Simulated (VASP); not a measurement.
A run of VASP 6.6.1 is set up as follows.

File INCAR:

```
PREC = Accurate
ENCUT = 600
EDIFF = 1E-6
ISMEAR = 0
SIGMA = 0.03
LREAL = F
LASPH = T
NELM = 80
ALGO = Normal
ISIF = 3
LWAVE = F
LCHARG = F
GGA = PE
IBRION = 2
NSW = 90
EDIFFG = -0.01
PSTRESS = 120.0
```

KPOINTS

```
regular mesh
0
Gamma
  8 8 8
```

The input POSCAR:

```
NaCl
1.0
    0.0000000000      2.8100000000      2.8100000000
    2.8100000000      0.0000000000      2.8100000000
    2.8100000000      2.8100000000      0.0000000000
Na Cl
1 1
Direct
    0.0000000000      0.0000000000      0.0000000000
    0.5000000000      0.5000000000      0.5000000000
```

Potentials or basis: VASP PAW PBE potentials, release 64 (Na_pv, Cl).

Run with:

```bash
$ cat potpaw_PBE.64/Na_pv/POTCAR potpaw_PBE.64/Cl/POTCAR > POTCAR
$ mpirun -np 1 vasp_std > vasp.out
```

Q: Predict the space group after relaxing (to 0.05 Å).

A: Fm-3m (No. 225).

Q: Estimate the relaxed volume.

A: 17.64 Å³/atom.

Q: Estimate the band gap on the k mesh.

A: 6.21 eV, direct.

Q: What does it give for the relaxed cell?

A: a = 3.681 Å, b = 3.681 Å, c = 3.681 Å, α = 60.00°, β = 60.00°, γ = 60.00°.

The path:
```csv
step,energy change (eV),largest force (eV/Å),pressure (GPa),volume (Å³)
1,0.0000,0.0000,1.05,44.38
2,0.3069,0.0000,11.87,35.33
3,0.3116,0.0000,11.98,35.27
```

Caveat: the cell is relaxed towards a set pressure, so the enthalpy falls and the energy may rise; the volume moved by over 15 % at a fixed basis, so the end points are rough.
